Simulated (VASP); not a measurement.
# TePb (Fm-3m) in VASP: notebook

The runs below take TePb through band structure, with TB-mBJ.

Everything below comes from runs of VASP 6.6.1. Logs are shortened: lines on timing, memory, paths and dates and some standing lists are left out, and cuts for length are marked.

**Measured values to compare with.**

A printed reference work, monograph reports, for a bulk crystal of TePb at 4.2 K: band gap 0.19 eV (direct).

How close the calculation comes is told below.

## Step 1: The structure

It takes space group Fm-3m (No. 225, cubic). Conventional cell: a = 6.462 Å, b = 6.462 Å, c = 6.462 Å, α = 90.00°, β = 90.00°, γ = 90.00°. Pb (site symmetry m-3m) is surrounded by 6 Te at 3.23 Å. Te (site symmetry m-3m) has 6 Pb at 3.23 Å as nearest neighbours.

## Step 2: Band structure, TB-mBJ

Contents of POSCAR:

```
TePb
1.0
    0.0000000000      3.2310000000      3.2310000000
    3.2310000000      0.0000000000      3.2310000000
    3.2310000000      3.2310000000      0.0000000000
Pb Te
1 1
Direct
    0.0000000000      0.0000000000      0.0000000000
    0.5000000000      0.5000000000      0.5000000000
```

Contents of INCAR.step1:

```
SYSTEM = TePb
PREC = Accurate
ENCUT = 520
EDIFF = 1E-5
ISMEAR = -1
SIGMA = 0.05
LREAL = .FALSE.
LASPH = .TRUE.
NELM = 100
ALGO = Normal
ISIF = 2
LWAVE = .TRUE.
LCHARG = .FALSE.
NBANDS = 17
GGA = PE
```

Contents of INCAR.step2:

```
SYSTEM = TePb
PREC = Accurate
ENCUT = 520
EDIFF = 1E-6
ISMEAR = -1
SIGMA = 0.05
LREAL = .FALSE.
LASPH = .TRUE.
NELM = 100
ALGO = Normal
ISIF = 2
LWAVE = .FALSE.
LCHARG = .FALSE.
METAGGA = MBJ
NBANDS = 17
ISTART = 1
```

Contents of KPOINTS:

```
regular mesh
0
G
  7 7 7
  0 0 0
```

Contents of KPOINTS_OPT:

```
path GXWKGLUWLK,UX
10
line-mode
reciprocal
 0.0000000000  0.0000000000  0.0000000000  G
 0.5000000000  0.0000000000  0.5000000000  X

 0.5000000000  0.0000000000  0.5000000000  X
 0.5000000000  0.2500000000  0.7500000000  W

 0.5000000000  0.2500000000  0.7500000000  W
 0.3750000000  0.3750000000  0.7500000000  K

 0.3750000000  0.3750000000  0.7500000000  K
 0.0000000000  0.0000000000  0.0000000000  G

 0.0000000000  0.0000000000  0.0000000000  G
 0.5000000000  0.5000000000  0.5000000000  L

 0.5000000000  0.5000000000  0.5000000000  L
 0.6250000000  0.2500000000  0.6250000000  U

 0.6250000000  0.2500000000  0.6250000000  U
 0.5000000000  0.2500000000  0.7500000000  W

 0.5000000000  0.2500000000  0.7500000000  W
 0.5000000000  0.5000000000  0.5000000000  L

 0.5000000000  0.5000000000  0.5000000000  L
 0.3750000000  0.3750000000  0.7500000000  K

 0.6250000000  0.2500000000  0.6250000000  U
 0.5000000000  0.0000000000  0.5000000000  X
```

Potentials or basis: VASP PAW PBE potentials, release 64 (Pb_d, Te).

On the command line:

```console
cat potpaw_PBE.64/Pb_d/POTCAR potpaw_PBE.64/Te/POTCAR > POTCAR
cp INCAR.step1 INCAR
mpirun -np 1 vasp_std > vasp.out
cp INCAR.step2 INCAR
mpirun -np 1 vasp_std > vasp.out
```

OUTCAR:

```text
SYSTEM = TePb
   PREC = Accurate
   ENCUT = 520
   EDIFF = 1E-6
   ISMEAR = -1
   LREAL = .FALSE.
   LASPH = .TRUE.
   NELM = 100
   ISIF = 2
   METAGGA = MBJ
   ISTART = 1

 ion  position               nearest neighbor table
   1  0.000  0.000  0.000-   2 3.23   2 3.23   2 3.23   2 3.23   2 3.23   2 3.23
   2  0.500  0.500  0.500-   1 3.23   1 3.23   1 3.23   1 3.23   1 3.23   1 3.23

  LATTYP: Found a face centered cubic cell.
 ALAT       =     6.4620000000

  Lattice vectors:

 A1 = (   0.0000000000,   3.2310000000,   3.2310000000)
 A2 = (   3.2310000000,   0.0000000000,   3.2310000000)
 A3 = (   3.2310000000,   3.2310000000,   0.0000000000)

Analysis of symmetry for initial positions (statically):
=====================================================================
 Subroutine PRICEL returns:
 Original cell was already a primitive cell.

 Routine SETGRP: Setting up the symmetry group for a
 face centered cubic supercell.

 Subroutine GETGRP returns: Found 48 space group operations
 (whereof 48 operations were pure point group operations)
 out of a pool of 48 trial point group operations.

The static configuration has the point symmetry O_h .

Analysis of symmetry for dynamics (positions and initial velocities):
=====================================================================
 Subroutine PRICEL returns:
 Original cell was already a primitive cell.

 Routine SETGRP: Setting up the symmetry group for a
 face centered cubic supercell.

 Subroutine GETGRP returns: Found 48 space group operations
 (whereof 48 operations were pure point group operations)
 out of a pool of 48 trial point group operations.

The dynamic configuration has the point symmetry O_h .

 Subroutine INISYM returns: Found 48 space group operations
 (whereof 48 operations are pure point group operations),
 and found     1 'primitive' translations

----------------------------------------------------------------------------------------

                                     Primitive cell

  volume of cell :      67.4592

  direct lattice vectors                    reciprocal lattice vectors
     0.000000000  3.231000000  3.231000000    -0.154750851  0.154750851  0.154750851
     3.231000000  0.000000000  3.231000000     0.154750851 -0.154750851  0.154750851
     3.231000000  3.231000000  0.000000000     0.154750851  0.154750851 -0.154750851

  length of vectors
     4.569324020  4.569324020  4.569324020     0.268036337  0.268036337  0.268036337

  position of ions in fractional coordinates (direct lattice)
     0.000000000  0.000000000  0.000000000
     0.500000000  0.500000000  0.500000000

  ion indices of the primitive-cell ions
   primitive index   ion index
                 1           1
                 2           2

----------------------------------------------------------------------------------------

 KPOINTS: regular mesh

Automatic generation of k-mesh.
 Grid dimensions read from file:
 generate k-points for:    7    7    7

 Generating k-lattice:

  Cartesian coordinates                     Fractional coordinates (reciprocal lattice)
    -0.022107264  0.022107264  0.022107264     0.142857143  0.000000000  0.000000000
     0.022107264 -0.022107264  0.022107264     0.000000000  0.142857143  0.000000000
     0.022107264  0.022107264 -0.022107264     0.000000000  0.000000000  0.142857143

  Length of vectors
     0.038290905  0.038290905  0.038290905

  Shift w.r.t. Gamma in fractional coordinates (k-lattice)
     0.000000000  0.000000000  0.000000000

 Subroutine IBZKPT returns following result:
 ===========================================

 Found     20 irreducible k-points:

 Following reciprocal coordinates:
            Coordinates               Weight
  0.000000  0.000000  0.000000      1.000000
  0.142857  0.000000  0.000000      8.000000
  0.285714  0.000000  0.000000      8.000000
  0.428571  0.000000  0.000000      8.000000
  0.142857  0.142857  0.000000      6.000000
  0.285714  0.142857  0.000000     24.000000
[... 12 lines left out ...]
 -0.428571  0.428571  0.142857     24.000000
 -0.285714  0.428571  0.142857     24.000000
   k-points           NKPTS =     20   k-points in BZ     NKDIM =     20   number of bands    NBANDS=     17
   number of dos      NEDOS =    301   number of ions     NIONS =      2
   total plane-waves  NPLWV =  46656
   dimension x,y,z NGX =    36 NGY =   36 NGZ =   36
   dimension x,y,z NGXF=    72 NGYF=   72 NGZF=   72
   ions per type =               1   1
   NGX,Y,Z   is equivalent  to a cutoff of  13.10, 13.10, 13.10 a.u.
   NGXF,Y,Z  is equivalent  to a cutoff of  26.20, 26.20, 26.20 a.u.
 SYSTEM =  TePb
   PREC   = accura    normal or accurate (medium, high low for compatibility)
   ISTART =      1    job   : 0-new  1-cont  2-samecut
   ICHARG =      0    charge: 1-file 2-atom 10-const
   ISPIN  =      1    spin polarized calculation?
   LNONCOLLINEAR =      F non collinear calculations
   LSORBIT =      F    spin-orbit coupling
   LASPH  =      T    aspherical Exc in radial PAW
   ENCUT  =  520.0 eV  38.22 Ry    6.18 a.u.   8.50  8.50  8.50*2*pi/ulx,y,z
   NELM   =    100;   NELMIN=  2; NELMDL=  0     # of ELM steps
   EDIFF  = 0.1E-05   stopping-criterion for ELM
   LREAL  =      F    real-space projection
   EDIFFG = 0.1E-04   stopping-criterion for IOM
   NSW    =      0    number of steps for IOM
   IBRION =     -1    ionic relax: 0-MD 1-quasi-New 2-CG
   NFREE  =      0    steps in history (QN), initial steepest desc. (CG)
   ISIF   =      2    stress and relaxation
   ISYM   =      2    0-nonsym 1-usesym 2-fastsym
   POTIM  = 0.5000    time-step for ionic-motion
   TEBEG  =    0.0;   TEEND  =   0.0 temperature during run
   PSTRESS=    0.0 pullay stress
   NELECT =      20.0000    total number of electrons
   NUPDOWN=      -1.0000    fix difference up-down
   EMIN   =  10.00;   EMAX   =-10.00  energy-range for DOS
   EFERMI =   0.00;   METHOD = LEGACY
   ISMEAR =    -1;   SIGMA  =   0.05  broadening in eV -4-tet -1-fermi 0-gaus
   EFERMI_NEDOS =   21; number of points for ismear=-14 and -15
   IALGO  =     38    algorithm
   IMIX   =      4    mixing-type and parameters
     AMIX     =   0.40;   BMIX     =  1.00
     AMIX_MAG =   1.60;   BMIX_MAG =  1.00
  volume/ion in A,a.u.               =      33.73       227.62
  Fermi-wavevector in a.u.,A,eV,Ry     =   1.091619  2.062861 16.213147  1.191633
  Thomas-Fermi vector in A             =   2.227868
   LORBIT       =      0    0 simple, 1 ext, 2 COOP (PROOUT), +10 PAW based schemes
   METAGGA = MBJ    functional components
   LHFCALC =     F    Hartree Fock is set to
   AEXX    =    0.0000 exact exchange contribution
   IVDW    =     0    specifies the selected vdW correction
   LEPSILON=     F    determine dielectric tensor
   LRPA    =     F    only Hartree local field effects (RPA)
 non-spin polarized calculation
  energy-cutoff  :      520.00
  volume of cell :       67.46
 maximum number of plane-waves:      1837
 NGX is ok and might be reduce to    36
   NGX = 17   NGY = 17   NGZ = 17

 number of electron      20.0000003 magnetization

 Free energy of the ion-electron system (eV)
  ---------------------------------------------------
  ext. energy  EPLUGINS =         0.00000000
  ---------------------------------------------------
  free energy    TOTEN  =      1471.58431182 eV

  energy without entropy =     1471.58431192  energy(sigma->0) =     1471.58431187

 E-fermi :   6.2379     XC(G=0):  -8.8321

 val. band max:        5.5607293858   @ k =   0.4286   0.0000   0.0000
 cond. band min:       6.9117292597   @ k =   0.4286   0.0000   0.0000
 fundamental gap:      1.3509998739
 Fermi energy:         6.2378701807

 k-point     1 :       0.0000    0.0000    0.0000
  band No.  band energies     occupation
      1     -11.5783      2.00000
      2     -11.5783      2.00000
      3     -11.5507      2.00000
      4     -11.5507      2.00000
      5     -11.5507      2.00000
      6      -6.3223      2.00000
[... 9 lines left out ...]
     16      11.5534      0.00000
     17      13.6735      0.00000

 k-point     2 :       0.1429    0.0000    0.0000
  band No.  band energies     occupation
      1     -11.5803      2.00000
      2     -11.5803      2.00000
      3     -11.5501      2.00000
      4     -11.5484      2.00000
      5     -11.5484      2.00000
      6      -6.1504      2.00000
[... 9 lines left out ...]
     16      11.9248      0.00000
     17      14.6121      0.00000

 k-point     3 :       0.2857    0.0000    0.0000
  band No.  band energies     occupation
      1     -11.5855      2.00000
      2     -11.5854      2.00000
      3     -11.5491      2.00000
      4     -11.5425      2.00000
      5     -11.5425      2.00000
      6      -5.6666      2.00000
[... 9 lines left out ...]
     16      12.9143      0.00000
     17      16.9501      0.00000

 k-point     4 :       0.4286    0.0000    0.0000
  band No.  band energies     occupation
      1     -11.5899      2.00000
      2     -11.5899      2.00000
      3     -11.5482      2.00000
      4     -11.5375      2.00000
      5     -11.5374      2.00000
      6      -5.0603      2.00000
[... 9 lines left out ...]
     16      14.3191      0.00000
     17      15.9921      0.00000
[... 263 lines left out ...]
      1     -11.6059      2.00000
      2     -11.5830      2.00000
      3     -11.5464      2.00000
      4     -11.5399      2.00000
      5     -11.5331      2.00000
      6      -4.7947      2.00000
[... 9 lines left out ...]
     16      15.1215      0.00000
     17      16.1788      0.00000

 k-point    19 :      -0.4286    0.4286    0.1429
  band No.  band energies     occupation
      1     -11.6207      2.00000
      2     -11.5752      2.00000
      3     -11.5531      2.00000
      4     -11.5345      2.00000
      5     -11.5291      2.00000
      6      -4.6942      2.00000
[... 9 lines left out ...]
     16      15.7970      0.00000
     17      16.5026      0.00000

 k-point    20 :      -0.2857    0.4286    0.1429
  band No.  band energies     occupation
      1     -11.6151      2.00000
      2     -11.5802      2.00000
      3     -11.5466      2.00000
      4     -11.5403      2.00000
      5     -11.5292      2.00000
      6      -4.5717      2.00000
[... 9 lines left out ...]
     16      16.0083      0.00000
     17      16.4134      0.00000

------------------------ aborting loop because EDIFF is reached ----------------------------------------

  FORCE on cell =-STRESS in cart. coord.  units (eV):
  Direction    XX          YY          ZZ          XY          YZ          ZX
  --------------------------------------------------------------------------------------
  -------------------------------------------------------------------------------------
  Total      -24.6757705    -24.6757705    -24.6757705      0.0000000      0.0000000      0.0000000
  in kB     -586.0577795   -586.0577795   -586.0577795      0.0000000      0.0000000      0.0000000
  external PRESSURE =    -586.0577795 kB  Pullay stress =       0.0000000 kB

 VOLUME and BASIS-vectors are now :
 -----------------------------------------------------------------------------
  energy-cutoff  :      520.00
  volume of cell :       67.46
      direct lattice vectors                 reciprocal lattice vectors
     0.000000000  3.231000000  3.231000000    -0.154750851  0.154750851  0.154750851
     3.231000000  0.000000000  3.231000000     0.154750851 -0.154750851  0.154750851
     3.231000000  3.231000000  0.000000000     0.154750851  0.154750851 -0.154750851

 POSITION                                       TOTAL-FORCE (eV/Angst)
 -----------------------------------------------------------------------------------
      0.00000      0.00000      0.00000        -0.000000     -0.000000     -0.000000
      3.23100      3.23100      3.23100         0.000000      0.000000      0.000000
 -----------------------------------------------------------------------------------
    total drift:                               -0.000000      0.000000      0.000000

  FREE ENERGIE OF THE ION-ELECTRON SYSTEM (eV)
  ---------------------------------------------------
  free  energy   TOTEN  =      1471.5843118211 eV

  energy  without entropy=     1471.5843119196  energy(sigma->0) =     1471.58431187
```

It took 86 s on 1 thread of AMD EPYC 9R45 (Zen 5), shared host; peak memory 0.2 GiB.

What came out:

* Band gap along the path: 1.12 eV, direct

Levels at the corners of the path, in eV from the Fermi level:
```
point  band 6  band 7  band 8  band 9  band 10  band 11  band 12  band 13  band 14  band 15
    Γ  -12.56   -6.00   -2.07   -2.07    -2.07     3.72     3.72     3.72     5.32     5.32
    X  -10.92   -7.74   -5.02   -3.43    -3.43     3.03     5.08     5.08     6.34     9.19
    X  -10.92   -7.74   -5.02   -3.43    -3.43     3.03     5.08     5.08     6.34     9.19
    W  -10.77   -8.44   -4.34   -4.34    -1.08     1.31     4.82     4.82     6.51     6.51
    W  -10.77   -8.44   -4.34   -4.34    -1.08     1.31     4.82     4.82     6.51     6.51
    K  -10.84   -8.42   -4.65   -2.94    -2.65     3.17     3.28     4.83     5.53     8.51
    K  -10.84   -8.42   -4.65   -2.94    -2.65     3.17     3.28     4.83     5.53     8.51
    Γ  -12.56   -6.00   -2.07   -2.07    -2.07     3.72     3.72     3.72     5.32     5.32
    Γ  -12.56   -6.00   -2.07   -2.07    -2.07     3.72     3.72     3.72     5.32     5.32
    L  -11.17   -9.05   -1.64   -1.64    -0.59     0.53     0.85     0.85     8.36     8.51
    L  -11.17   -9.05   -1.64   -1.64    -0.59     0.53     0.85     0.85     8.36     8.51
    U  -10.84   -8.42   -4.65   -2.94    -2.65     3.17     3.28     4.83     5.53     8.51
    U  -10.84   -8.42   -4.65   -2.94    -2.65     3.17     3.28     4.83     5.53     8.51
    W  -10.77   -8.44   -4.34   -4.34    -1.08     1.31     4.82     4.82     6.51     6.51
    W  -10.77   -8.44   -4.34   -4.34    -1.08     1.31     4.82     4.82     6.51     6.51
    L  -11.17   -9.05   -1.64   -1.64    -0.59     0.53     0.85     0.85     8.36     8.51
    L  -11.17   -9.05   -1.64   -1.64    -0.59     0.53     0.85     0.85     8.36     8.51
    K  -10.84   -8.42   -4.65   -2.94    -2.65     3.17     3.28     4.83     5.53     8.51
    U  -10.84   -8.42   -4.65   -2.94    -2.65     3.17     3.28     4.83     5.53     8.51
    X  -10.92   -7.74   -5.02   -3.43    -3.43     3.03     5.08     5.08     6.34     9.19
```

Caveat: this odd mesh misses L, where the gap lies, so gap, dielectric constants and Born charges aren't listed; the PAW data sets were made with another functional, which shifts forces and pressure a little; spin-orbit coupling is left out, which moves the levels of the heavy elements.

## Step 3: Band structure, TB-mBJ, spin-orbit coupling, no magnetisation

POSCAR is that of step 2.

Contents of INCAR.step1:

```
PREC = Accurate
ENCUT = 520
EDIFF = 1E-5
ISMEAR = -1
SIGMA = 0.05
LREAL = False
LASPH = True
NELM = 80
ALGO = Normal
ISIF = 2
LWAVE = True
LCHARG = False
MAGMOM = 0 0 0 0 0 0
LORBIT = 11
LSORBIT = True
GGA_COMPAT = False
GGA = PE
```

Contents of INCAR.step2:

```
PREC = Accurate
ENCUT = 520
EDIFF = 1E-6
ISMEAR = -1
SIGMA = 0.05
LREAL = False
LASPH = True
NELM = 80
ALGO = Normal
ISIF = 2
LWAVE = False
LCHARG = False
MAGMOM = 0 0 0 0 0 0
LORBIT = 11
LSORBIT = True
GGA_COMPAT = False
METAGGA = MBJ
ISTART = 1
```

Contents of KPOINTS:

```
Automatic mesh
0
Gamma
  5 5 5
```

Edit KPOINTS_OPT of step 2 so:

```diff
@@ -1,3 +1,3 @@
 path GXWKGLUWLK,UX
-10
+15
 line-mode
```

Potentials or basis: VASP PAW PBE potentials, release 64 (Pb_d, Te).

On the command line:

```console
cat potpaw_PBE.64/Pb_d/POTCAR potpaw_PBE.64/Te/POTCAR > POTCAR
cp INCAR.step1 INCAR
mpirun -np 1 vasp_ncl > vasp.out
cp INCAR.step2 INCAR
mpirun -np 1 vasp_ncl > vasp.out
```

Run time: 5.9 min. Hardware: 1 thread of AMD EPYC 9R45 (Zen 5), shared host; peak memory 0.39 GiB.

The run converged. Its results:

```
Valence electrons inside the program's atomic spheres : Pb 11.75; Te 3.46
```

Caveat: this odd mesh misses L, where the gap lies, so gap, dielectric constants and Born charges aren't listed; the PAW data sets were made with another functional, which shifts forces and pressure a little.

## Step 4: The reference run

An earlier run on the cell as given: functional PBEsol; potentials or basis VASP PAW PBE potentials, release 64 (Pb_d, Te); cutoff 520 eV; k mesh 7 × 7 × 7; occupations fermi-dirac, width 0.05 eV; no spin polarisation.

- Pressure: -0.4 GPa

## Step 5: How close it comes

Step 2. A measured gap of TePb is 0.19 eV (direct; 4.2 K; a printed reference work, monograph); the calculated 1.12 eV misses it by +0.93 eV. Spin-orbit coupling on Pb, Te is left out. The value is that of TB-mBJ, without temperature or zero-point motion.
